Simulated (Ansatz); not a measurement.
Results of r²SCAN+SOC in Ansatz (PAW) for rock-salt LiI.

Input file:

Ansatz 0.2 input:
```yaml
crystal:
  lattice:
    - [0.0, 2.9698351238, 2.9698351238]
    - [2.9698351238, 0.0, 2.9698351238]
    - [2.9698351238, 2.9698351238, 0.0]
  atoms:
    - { symbol: Li, position: [0.0, 0.0, 0.0] }
    - { symbol: I, position: [0.5, 0.5, 0.5] }
basis:
  ecutwfc: 560
  ecutrho_ratio: 4
  xc_grid: 3
kpoints:
  mp_grid: { grid: [10, 10, 10] }
hamiltonian:
  xc: r2scan
  dispersion: none
  pseudopotentials: { kind: paw }
scf:
  occupations: { method: fermi_dirac, width: 0.01 }
  convergence: { dr2_threshold: 0.0000000002 }
output:
  forces: true
  stress: true
  eigenvalues: true
magnetization:
  noncollinear: true
  spin_orbit: true
```

From the output:

```
Crystal: 2 atoms, lattice volume = 52.387 Å³
Basis set: ecut = 560 eV, 1591 PW (Γ), exchange–correlation on 108×108×108 points (27 copies of the dense FFT grid, shifted against one another)
Bands: 28, of which v1, the nominal top of the filled ones, is band 20 counted from 1 (19 counted from 0)
Symmetry: 48 space group operations + 48 with time reversal
k-points: 47 of 1000
Initial density: superposition of atomic densities (chi_scale 0.1, normalization cell, long waves kept (reshape's long-wave potential 0.00 eV rms))
Functional: x = r2scan, c = r2scan; τ floored in thin density (d = 2e-4 eV/Å³)
SCF 1 converged in 8 iterations: F = -7723.862168 eV  dr2 = 1.95e-11
SCF converged after 8 iterations
Free energy (F): -7723.862168 eV
Internal energy: -7723.862168 eV  (E = F + TS)
E sigma→0 (E₀):  -7723.862168 eV
Fermi energy:    6.867966 eV
--- Forces (eV/Å), atoms counted from 1 ---
  atom   1  Li     0.00000000    -0.00000000     0.00000000
  atom   2  I      0.00000000    -0.00000000     0.00000000
--- Stress (GPa, compression-positive) ---
        0.927743       0.000000       0.000000
        0.000000       0.927743       0.000000
        0.000000      -0.000000       0.927743
  P = ⅓ Tr σ = 0.9277 GPa (9.277 kbar)
```

The cell is one volume of an energy–volume scan, off the minimum.

The PAW data were made under PBE.

Ansatz is a program for electronic structure.
